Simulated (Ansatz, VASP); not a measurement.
One calculation of Sr, two programs

The input INCAR:

```
PREC = Accurate
ENCUT = 520
EDIFF = 1E-6
ISMEAR = -1
SIGMA = 0.03
LREAL = False
LASPH = True
NELM = 100
ALGO = Fast
ISIF = 2
LWAVE = False
LCHARG = True
GGA = PS
LELF = True
LVHAR = True
NBANDS = 17
```

The input KPOINTS:

```
regular mesh
0
Gamma
  9 9 5
```

POSCAR

```
Sr
1.0
    4.3100002207      0.0000000000      0.0000000000
   -2.1550001104      3.7325696814      0.0000000000
    0.0000000000      0.0000000000      7.0500000000
Sr
2
Direct
    0.3333333333      0.6666666667      0.2500000000
    0.6666666667      0.3333333333      0.7500000000
```

Input for Ansatz:

```yaml
crystal:
  lattice:
    - [4.3100002207, 0.0, 0.0]
    - [-2.1550001104, 3.7325696814, 0.0]
    - [0.0, 0.0, 7.05]
  atoms:
    - { symbol: Sr, position: [0.3333333333, 0.6666666667, 0.25] }
    - { symbol: Sr, position: [0.6666666667, 0.3333333333, 0.75] }
kpoints:
  mp_grid: { grid: [9, 9, 5] }
  band_path:
    path:
      - [0.0, 0.0, 0.0]
      - [0.5, 0.0, 0.0]
      - [0.3333333333, 0.3333333333, 0.0]
      - [0.0, 0.0, 0.0]
      - [0.0, 0.0, 0.5]
      - [0.5, 0.0, 0.5]
      - [0.3333333333, 0.3333333333, 0.5]
      - [0.0, 0.0, 0.5]
      - [0.5, 0.0, 0.5]
    npoints: 5
scf:
  occupations: { method: fermi_dirac, width: 0.03 }
hamiltonian:
  xc: pbesol
  pseudopotentials: { kind: all_electron, lapw: { basis_error: 0.00025 } }
output:
  forces: true
  stress: true
  eigenvalues: true
```

Alike in both runs: task single point; functional PBEsol; k mesh 9 × 9 × 5; occupations fermi-dirac, width 0.03 eV; no spin polarisation.

```csv
,VASP,Ansatz
version,VASP 6.6.1,Ansatz 0.2.0
potentials or method,"VASP PAW PBE potentials, release 64 (Sr_sv)","all-electron LAPW, scalar-relativistic"
plane-wave cutoff (eV),520,see its input
```

|  | VASP | Ansatz | Ansatz less VASP |
| --- | --- | --- | --- |
| pressure (GPa) | -0.8 | -0.8 | -0.01 |
| largest component of the traceless stress (GPa) | 0.06 | 0.07 | +0.005 |

Ansatz ran all-electron here, so the differences hold the error of VASP's frozen core and of both bases.

Caveats: the PAW data sets were made with another functional, which shifts forces and pressure a little (VASP).
